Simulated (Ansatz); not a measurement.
Straining Ti

The calculation used DFT r2SCAN, scalar-relativistic, plane waves, PAW (Ansatz 0.2.0). (500 eV cutoff, 24×24×12 k-mesh, Gaussian smearing of 0.10 eV, no spin polarisation)

Starting point, cell and atoms relaxed:

```xyz
2
Lattice="2.9358 0.0000 0.0000 -1.4679 2.5425 0.0000 0.0000 0.0000 4.6362" Properties=species:S:1:pos:R:3 pbc="T T T"
Ti    0.0000    1.6950    1.1590
Ti    1.4679    0.8475    3.4771
```

Deformation: c alone is stretched, the rest of the cell is held and the atoms relax, all within the symmetry that the strain leaves. Energies are extrapolated to zero smearing. Stress is positive in compression, on the Cartesian axes of the cell above.

Strains computed: -3.0, -2.0, -1.0, +1.0, +2.0, +3.0 %.

(1) At which strain does the energy stand 10.0 meV/atom over the relaxed crystal with σxx = 2.48, σyy = 2.48, σzz = 6.38 GPa?

## Answers

(1) -3.0 %.